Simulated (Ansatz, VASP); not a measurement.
# Two plane-wave programs on NaCl

```xyz
2
Lattice="3.5050 0.0000 0.0000 0.0000 3.5050 0.0000 0.0000 0.0000 3.5050" Properties=species:S:1:pos:R:3 pbc="T T T"
Na    0.0000    0.0000    0.0000
Cl    1.7525    1.7525    1.7525
```

Measurements of this composition are mostly on another form, of space group No. 225.

Alike in both runs: task single point; functional PBE; k mesh 6 × 6 × 6; occupations gaussian, width 0.02 eV; no spin polarisation.

|  | VASP | Ansatz |
| --- | --- | --- |
| version | VASP 6.6.1 | Ansatz 0.2.0 |
| potentials or method | VASP PAW PBE potentials, release 64 (Na_pv, Cl) | scalar-relativistic, plane waves, PAW |
| plane-wave cutoff (eV) | 520 | 420 |
| valence electrons in the cell | 14 | 16 |

```tsv
	VASP	Ansatz	Ansatz less VASP
gap on the k mesh at the Fermi level (eV)	3.97	3.97	0.000
least direct gap on the mesh (eV)	4.46	4.46	0.000
```

The two sets of potentials don't hold the same shells in valence.

A k mesh can miss the band edges. A hybrid or GW would open this gap; PBE tends to underestimate it.
